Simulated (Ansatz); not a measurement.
**SiO2 (Fm-3m): G0W0 and the starting functional**

```yaml
crystal:
  lattice:
    - [0.00000, 2.19538, 2.19538]
    - [2.19538, 0.00000, 2.19538]
    - [2.19538, 2.19538, 0.00000]
  atoms:
    - { symbol: Si, position: [0.00000, 0.00000, 0.00000] }
    - { symbol: O, position: [0.25000, 0.25000, 0.25000] }
    - { symbol: O, position: [0.75000, 0.75000, 0.75000] }
```

Held fixed (Ansatz):

| Quantity | Value |
| --- | --- |
| datasets | hand-made PAW set at its accurate level |
| k mesh | 4×4×4 |
| empty bands | 136 |
| response cutoff | 200 eV |
| frequencies | contour deformation |
| q → 0 term | analytic weight of Carrier, Rohra and Görling |
| band sums | cut at the band count |

The gap is read direct at k = (0, -0.5, -0.5), linearised, between the Kohn-Sham band edges among the points solved. ε∞ is the electronic dielectric constant on this mesh. Wave cutoffs: 900, 900 eV in the order of the table.

(1) The orbitals come from PBE, r²SCAN in turn. Does G0W0 narrow the spread of the gaps between these starts?

Results:

(1) The Kohn-Sham gaps spread over 0.66 eV and the G0W0 gaps over 0.22 eV, so the dependence on the start shrinks but stays.

```csv
orbitals,KS gap (eV),G0W0 gap (eV),ε∞
PBE,2.15,3.98,3.8
r²SCAN,2.81,4.19,3.5
```

The cell is a model at fixed atoms and needn't be the relaxed known crystal. The PAW or pseudopotential files were made with PBE. Points k are given in fractions of the reciprocal vectors. The mesh is coarse, so these are values at the stated settings, not converged ones. Band sums or response are cut, so the gap isn't at its basis limit. The gap is read on the mesh, and the crystal's band edges can lie off it. With r²SCAN or HSE06 the Kohn-Sham levels are generalised ones.
